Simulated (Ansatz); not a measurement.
Space group Im-3m (No. 229). a = 4.190 Å, b = 4.190 Å, c = 4.190 Å, α = 90.00°, β = 90.00°, γ = 90.00°
| atom | site | symmetry | x | y | z |
| --- | --- | --- | --- | --- | --- |
| Na | 2a | m-3m | 0.0000 | 0.0000 | 0.0000 |

Equation of state of this Na structure (not necessarily the ground state), with shape and atoms relaxed at each volume where symmetry leaves them free. It has no gap at any of these volumes. Computed with DFT PBE, scalar-relativistic, plane waves, PAW in Ansatz 0.2.0.

Settings: cutoff 420 eV, Γ-centred mesh 14×14×14 on the computed 1-atom cell, Gaussian smearing of 0.10 eV; no spin polarisation.

| V (Å³/atom) | E − E(largest V) (meV/atom) | P (GPa) |
| --- | --- | --- |
| 32.362 | 10.00 | 1.32 |
| 33.466 | 2.31 | 0.93 |
| 34.569 | -2.87 | 0.59 |
| 35.672 | -5.87 | 0.29 |
| 36.775 | -6.98 | 0.04 |
| 37.879 | -6.45 | -0.18 |
| 38.982 | -4.50 | -0.38 |
| 40.453 | 0.00 | -0.59 |

Problem. Fit a third-order Birch–Murnaghan equation to E(V).

Solution. V0 = 36.95 Å³/atom, B0 = 8 GPa, B0' = 3.7.